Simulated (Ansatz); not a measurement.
Runs of Ansatz 0.2.0 on SnSe2. Symmetry: P-3m1, No. 164, trigonal system. Conventional cell: a = 3.811 Å, b = 3.811 Å, c = 6.136 Å, α = 90.00°, β = 90.00°, γ = 120.00°. Around Sn (site symmetry -3m) lie 6 Se at 2.68 Å. Around Se (site symmetry 3m) lie 3 Sn at 2.68 Å. 

```tsv
task	level	spin	k mesh	cutoff (eV)	smearing	points for each segment of the path	atoms under strain	gap on the mesh (eV)	pressure (GPa)	largest force (eV/Å)
single point	PBE	off	8 × 8 × 5	250	fermi-dirac 0.05 eV	-	-	0.80	5.5	0.78
band structure	SVWN5	off	8 × 8 × 5	420	fermi-dirac 0.05 eV	14	-	(a)	(c)	0.47
band structure	r2SCAN	SOC, no magnetisation	8 × 8 × 5	500	fermi-dirac 0.05 eV	14	-	1.05	3.6	0.52
band structure	BLYP	off	8 × 8 × 5	420	fermi-dirac 0.05 eV	14	-	0.80	(b)	1.05
elastic constants	PBEsol	off	7 × 7 × 4	420	fixed	-	relaxed	0.65	0.3	-
```

Alike in all rows: potentials or basis Ansatz PAW; cell as given.

**Question.** Fill in the values left out.

**Answer.** (a) 0.67; (b) 9.6; (c) 0.7.

Caveats: spin-orbit coupling is left out, which moves the levels of the heavy elements (some runs); the PAW data sets come from PBE, with cores solved anew for the run's functional, which leaves a small shift of forces and pressure (some runs); this functional lacks dispersion, which binds the layers, so the pressure and a relaxed spacing across them are unreliable (some runs); odd divisions of the mesh miss points on the zone boundary, where band edges often lie, so the gap on the mesh can be too wide (some runs); the k mesh misses the band edges, so the gap on the mesh is wider than the one along the path (some runs); the pressure holds a Pulay correction of +21.5 GPa for the finite cutoff (some runs); the cutoff lies under the one recommended for these potentials (some runs).

A k mesh can miss the band edges, and rows without SOC leave out spin-orbit coupling on Se, Sn.
